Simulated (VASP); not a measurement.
# CdS (Hawleyite) (F-43m) in VASP: notebook

Aim: see how the results for CdS (Hawleyite) move with the level of theory and the settings. Levels: PBE, LDA. Tasks: single point.

Program: VASP 6.6.1. These are calculated values, not measurements. Logs are shortened: lines on timing, memory, paths and dates and some standing lists are left out, and cuts for length are marked.

### 1 Starting point

The structure is cubic, space group F-43m (No. 216). Conventional cell: a = 5.833 Å, b = 5.833 Å, c = 5.833 Å, α = 90.00°, β = 90.00°, γ = 90.00°. Cd (site symmetry -43m) is surrounded by 4 S at 2.53 Å. S (site symmetry -43m) has 4 Cd at 2.53 Å as nearest neighbours.

### 2 Single point, PBE

INCAR reads:

```
PREC = Accurate
ENCUT = 520
EDIFF = 1E-7
ISMEAR = -1
SIGMA = 0.04
LREAL = F
LASPH = T
NELM = 100
ALGO = Fast
ISIF = 2
LWAVE = F
LCHARG = F
GGA = PE
NBANDS = 16
```

KPOINTS reads:

```
Automatic mesh
0
Gamma
  5 5 5
```

POSCAR reads:

```
CdS
1.0
    0.0000000000      2.9165000000      2.9165000000
    2.9165000000      0.0000000000      2.9165000000
    2.9165000000      2.9165000000      0.0000000000
Cd S
1 1
Direct
    0.0000000000      0.0000000000      0.0000000000
    0.7500000000      0.7500000000      0.7500000000
```

Potentials or basis: VASP PAW PBE potentials, release 64 (Cd, S).

Run with:

```
cat potpaw_PBE.64/Cd/POTCAR potpaw_PBE.64/S/POTCAR > POTCAR
mpirun -np 1 vasp_std > vasp.out
```

OUTCAR:

```text
PREC = Accurate
   ENCUT = 520
   EDIFF = 1E-7
   ISMEAR = -1
   LREAL = F
   LASPH = T
   NELM = 100
   ISIF = 2
   GGA = PE

 ion  position               nearest neighbor table
   1  0.000  0.000  0.000-   2 2.53   2 2.53   2 2.53   2 2.53
   2  0.750  0.750  0.750-   1 2.53   1 2.53   1 2.53   1 2.53

  LATTYP: Found a face centered cubic cell.
 ALAT       =     5.8330000000

  Lattice vectors:

 A1 = (   0.0000000000,   2.9165000000,   2.9165000000)
 A2 = (   2.9165000000,   0.0000000000,   2.9165000000)
 A3 = (   2.9165000000,   2.9165000000,   0.0000000000)

Analysis of symmetry for initial positions (statically):
=====================================================================
 Subroutine PRICEL returns:
 Original cell was already a primitive cell.

 Routine SETGRP: Setting up the symmetry group for a
 face centered cubic supercell.

 Subroutine GETGRP returns: Found 24 space group operations
 (whereof 24 operations were pure point group operations)
 out of a pool of 48 trial point group operations.

The static configuration has the point symmetry T_d .

Analysis of symmetry for dynamics (positions and initial velocities):
=====================================================================
 Subroutine PRICEL returns:
 Original cell was already a primitive cell.

 Routine SETGRP: Setting up the symmetry group for a
 face centered cubic supercell.

 Subroutine GETGRP returns: Found 24 space group operations
 (whereof 24 operations were pure point group operations)
 out of a pool of 48 trial point group operations.

The dynamic configuration has the point symmetry T_d .

 Subroutine INISYM returns: Found 24 space group operations
 (whereof 24 operations are pure point group operations),
 and found     1 'primitive' translations

----------------------------------------------------------------------------------------

                                     Primitive cell

  volume of cell :      49.6153

  direct lattice vectors                    reciprocal lattice vectors
     0.000000000  2.916500000  2.916500000    -0.171438368  0.171438368  0.171438368
     2.916500000  0.000000000  2.916500000     0.171438368 -0.171438368  0.171438368
     2.916500000  2.916500000  0.000000000     0.171438368  0.171438368 -0.171438368

  length of vectors
     4.124553855  4.124553855  4.124553855     0.296939964  0.296939964  0.296939964

[... 64 lines left out ...]
   NELM   =    100;   NELMIN=  2; NELMDL= -5     # of ELM steps
   EDIFF  = 0.1E-06   stopping-criterion for ELM
   LREAL  =      F    real-space projection
   EDIFFG = 0.1E-05   stopping-criterion for IOM
   NSW    =      0    number of steps for IOM
   IBRION =     -1    ionic relax: 0-MD 1-quasi-New 2-CG
   NFREE  =      0    steps in history (QN), initial steepest desc. (CG)
   ISIF   =      2    stress and relaxation
   ISYM   =      2    0-nonsym 1-usesym 2-fastsym
   POTIM  = 0.5000    time-step for ionic-motion
   TEBEG  =    0.0;   TEEND  =   0.0 temperature during run
   PSTRESS=    0.0 pullay stress
   NELECT =      18.0000    total number of electrons
   NUPDOWN=      -1.0000    fix difference up-down
   EMIN   =  10.00;   EMAX   =-10.00  energy-range for DOS
   EFERMI =   0.00;   METHOD = LEGACY
   ISMEAR =    -1;   SIGMA  =   0.04  broadening in eV -4-tet -1-fermi 0-gaus
   EFERMI_NEDOS =   21; number of points for ismear=-14 and -15
   IALGO  =     68    algorithm
   IMIX   =      4    mixing-type and parameters
     AMIX     =   0.40;   BMIX     =  1.00
     AMIX_MAG =   1.60;   BMIX_MAG =  1.00
  volume/ion in A,a.u.               =      24.81       167.41
  Fermi-wavevector in a.u.,A,eV,Ry     =   1.167599  2.206442 18.548649  1.363287
  Thomas-Fermi vector in A             =   2.304097
   LORBIT       =      0    0 simple, 1 ext, 2 COOP (PROOUT), +10 PAW based schemes
   GGA     = PE    functional components
   LHFCALC =     F    Hartree Fock is set to
   AEXX    =    0.0000 exact exchange contribution
   IVDW    =     0    specifies the selected vdW correction
   LEPSILON=     F    determine dielectric tensor
   LRPA    =     F    only Hartree local field effects (RPA)
 non-spin polarized calculation
 RMM-DIIS sequential band-by-band and
  energy-cutoff  :      520.00
  volume of cell :       49.62
 maximum number of plane-waves:      1363
   NGX = 15   NGY = 15   NGZ = 15

 number of electron      18.0000004 magnetization

 Free energy of the ion-electron system (eV)
  ---------------------------------------------------
  ext. energy  EPLUGINS =         0.00000000
  ---------------------------------------------------
  free energy    TOTEN  =        -6.11308268 eV

  energy without entropy =       -6.11308266  energy(sigma->0) =       -6.11308267

 E-fermi :   1.9167     XC(G=0):  -9.1468

 val. band max:        1.3214329377   @ k =   0.0000   0.0000   0.0000
 cond. band min:       2.4677889607   @ k =   0.0000   0.0000   0.0000
 fundamental gap:      1.1463560230
 Fermi energy:         1.9167100193

 k-point     1 :       0.0000    0.0000    0.0000
  band No.  band energies     occupation
      1     -11.0476      2.00000
      2      -6.4131      2.00000
      3      -6.4131      2.00000
      4      -6.4131      2.00000
      5      -5.9340      2.00000
      6      -5.9340      2.00000
[... 167 lines left out ...]
      3      -6.1813      2.00000
      4      -6.0010      2.00000
      5      -5.9033      2.00000
      6      -5.4240      2.00000
[... 8 lines left out ...]
     15      13.7239      0.00000
     16      15.1962      0.00000

------------------------ aborting loop because EDIFF is reached ----------------------------------------

  FORCE on cell =-STRESS in cart. coord.  units (eV):
  Direction    XX          YY          ZZ          XY          YZ          ZX
  --------------------------------------------------------------------------------------
  -------------------------------------------------------------------------------------
  Total        1.0062080      1.0062080      1.0062080     -0.0000000     -0.0000000      0.0000000
  in kB       32.4924449     32.4924449     32.4924449     -0.0000000     -0.0000000      0.0000000
  external PRESSURE =      32.4924449 kB  Pullay stress =       0.0000000 kB

 VOLUME and BASIS-vectors are now :
 -----------------------------------------------------------------------------
  energy-cutoff  :      520.00
  volume of cell :       49.62
      direct lattice vectors                 reciprocal lattice vectors
     0.000000000  2.916500000  2.916500000    -0.171438368  0.171438368  0.171438368
     2.916500000  0.000000000  2.916500000     0.171438368 -0.171438368  0.171438368
     2.916500000  2.916500000  0.000000000     0.171438368  0.171438368 -0.171438368

 POSITION                                       TOTAL-FORCE (eV/Angst)
 -----------------------------------------------------------------------------------
      0.00000      0.00000      0.00000        -0.000000     -0.000000     -0.000000
      4.37475      4.37475      4.37475         0.000000      0.000000      0.000000
 -----------------------------------------------------------------------------------
    total drift:                                0.000000      0.000000      0.000000

  FREE ENERGIE OF THE ION-ELECTRON SYSTEM (eV)
  ---------------------------------------------------
  free  energy   TOTEN  =        -6.1130826816 eV

  energy  without entropy=       -6.1130826612  energy(sigma->0) =       -6.11308267
```

stdout:

```text
POSCAR found type information on POSCAR CdS
 POSCAR found :  2 types and       2 ions
 scaLAPACK will be used
 LDA part: xc-table for (Slater+PW92), standard interpolation
 POSCAR, INCAR and KPOINTS ok, starting setup
 FFT: planning ... GRIDC
 FFT: planning ... GRID_SOFT
 FFT: planning ... GRID
 WAVECAR not read
 entering main loop
```

Wall time 9.2 s (1 thread of Intel Xeon Platinum 8259CL at 2.50GHz (Skylake/Cascade Lake), shared host); peak memory 0.17 GiB.

Results:

```yaml
Free_energy: -6.1131 eV
Pressure: 3.2 GPa
Band_gap_on_the_k_mesh: 1.15 eV, direct
```

Levels at points of the mesh, in eV from the valence-band top:
| k point | band 6 | band 7 | band 8 | band 9 | band 10 | band 11 | band 12 | band 13 |
| --- | --- | --- | --- | --- | --- | --- | --- | --- |
| (0.00, 0.00, 0.00) | -7.26 | 0.00 | 0.00 | 0.00 | 1.15 | 6.54 | 6.54 | 6.54 |

A hybrid or GW would open this gap; PBE tends to underestimate it.

### 3 Single point, PBE

INCAR reads:

```
SYSTEM = CdS
  PREC = Accurate
  ENCUT = 520
  EDIFF = 1E-7
  ISMEAR = 0
  SIGMA = 0.023
  LREAL = .False.
  LASPH = .True.
  NELM = 100
  ALGO = Normal
  ISIF = 2
  LWAVE = .False.
  LCHARG = .False.
  GGA = PE
  NBANDS = 16
```

KPOINTS reads:

```
regular mesh
0
Gamma
  8 8 8
  0 0 0
```

POSCAR is that of step 2.

Potentials or basis: VASP PAW PBE potentials, release 64 (Cd, S).

Run with:

```
cat potpaw_PBE.64/Cd/POTCAR potpaw_PBE.64/S/POTCAR > POTCAR
mpirun -np 1 vasp_std > vasp.out
```

Run time: 8.5 s. Hardware: 1 thread of Intel Xeon 6975P-C (Granite Rapids), shared host; peak memory 0.18 GiB.

Results (log left out):

```
Free energy            : -6.1213 eV
Pressure               : 3.2 GPa
Band gap on the k mesh : 1.15 eV, direct
```

Levels at points of the mesh, in eV from the valence-band top:
```csv
k point,band 6,band 7,band 8,band 9,band 10,band 11,band 12,band 13
"(0.00, 0.00, 0.00)",-7.25,0.00,0.00,0.00,1.15,6.55,6.55,6.55
"(0.50, 0.00, 0.00)",-6.87,-4.40,-0.75,-0.75,3.02,7.01,7.01,7.48
"(0.50, 0.50, 0.00)",-6.80,-3.95,-1.88,-1.88,3.55,4.35,9.23,10.78
```

As with any semilocal functional, this PBE gap is likely too small.

### 4 Single point, LDA

INCAR reads:

```
ALGO     = Normal         # electronic algorithm
EDIFF    = 1E-6           # SCF threshold, eV
ENCUT    = 520            # plane-wave cutoff, eV
GGA      = CA             # functional
ISIF     = 2              # what is computed and relaxed
ISMEAR   = -1             # smearing method
LASPH    = T              # aspherical terms in the spheres
LCHARG   = F              # write CHGCAR
LREAL    = F              # projectors in reciprocal space
LWAVE    = F              # write WAVECAR
NBANDS   = 16             # bands
NELM     = 100            # most SCF steps
PREC     = Accurate       # precision mode
SIGMA    = 0.05           # smearing width, eV
```

KPOINTS reads:

```
k-points
0
Gamma
  8 8 8
```

POSCAR is that of step 3.

Potentials or basis: VASP PAW LDA potentials, release 64 (Cd, S).

Run with:

```
cat potpaw_LDA.64/Cd/POTCAR potpaw_LDA.64/S/POTCAR > POTCAR
mpirun -np 1 vasp_std > vasp.out
```

Wall time 6.7 s (1 thread of Intel Xeon 6975P-C (Granite Rapids), shared host); peak memory 0.16 GiB.

The run converged. Its results:

```yaml
Free_energy: -7.3978 eV
Pressure: -2.0 GPa
Band_gap_on_the_k_mesh: 0.89 eV, direct
```

Levels at points of the mesh, in eV from the valence-band top:
| k point | band 7 | band 8 | band 9 | band 10 | band 11 | band 12 |
| --- | --- | --- | --- | --- | --- | --- |
| (0.00, 0.00, 0.00) | 0.00 | 0.00 | 0.00 | 0.89 | 6.36 | 6.36 |
| (0.50, 0.00, 0.00) | -4.52 | -0.77 | -0.77 | 2.78 | 6.84 | 6.84 |
| (0.50, 0.50, 0.00) | -4.06 | -1.92 | -1.92 | 3.31 | 4.17 | 8.96 |

Expect the measured gap to be larger: semilocal functionals such as LDA lack the derivative discontinuity.

### 5 Overview

```csv
level,potentials or basis,k mesh,smearing,gap on the mesh (eV),pressure (GPa)
PBE,"VASP PAW PBE potentials, release 64 (Cd, S)",5 × 5 × 5,fermi-dirac 0.04 eV,1.15,3.2
PBE,"VASP PAW PBE potentials, release 64 (Cd, S)",8 × 8 × 8,gaussian 0.023 eV,1.15,3.2
LDA,"VASP PAW LDA potentials, release 64 (Cd, S)",8 × 8 × 8,fermi-dirac 0.05 eV,0.89,-2.0
```

Alike in all rows: task single point; no spin polarisation; cell as given; cutoff (eV) 520.

Total energies depend on the potentials used, so only differences within one code and one set of settings carry meaning.
